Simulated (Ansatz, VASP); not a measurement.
# Two plane-wave programs on I

```
I
1.0
     2.53835   -3.70662    0.00000
     2.53835    3.70662    0.00000
    -1.62087    0.00000    2.38110
I
1
Direct
  0.50000 0.50000 0.50000
```

Alike in both runs: task single point; functional LDA; k mesh 4 × 4 × 6; occupations gaussian, width 0.1 eV; no spin polarisation.

|  | VASP | Ansatz |
| --- | --- | --- |
| version | VASP 6.6.1 | Ansatz 0.2.0 |
| potentials or method | VASP PAW LDA potentials, release 64 (I) | scalar-relativistic, plane waves, PAW |
| plane-wave cutoff (eV) | 520 | 420 |
| valence electrons in the cell | 7 | 17 |

|  | VASP | Ansatz | Ansatz less VASP |
| --- | --- | --- | --- |
| gap on the k mesh at the Fermi level (eV) | none | none | - |
| pressure (GPa) | -1.4 | -1.4 | +0.04 |
| largest component of the traceless stress (GPa) | 0.64 | 0.54 | -0.097 |

A gap of «none» marks a metal or a gap that the smearing closes. The two sets of potentials don't hold the same shells in valence.

Caveats: the k mesh is coarse (spacing up to 0.44 Å⁻¹), so the values aren't converged; an odd number of electrons without spin polarisation forces a metal; a magnetic or distorted state may lie lower. The runs have no spin-orbit coupling, so splittings on I are missing.
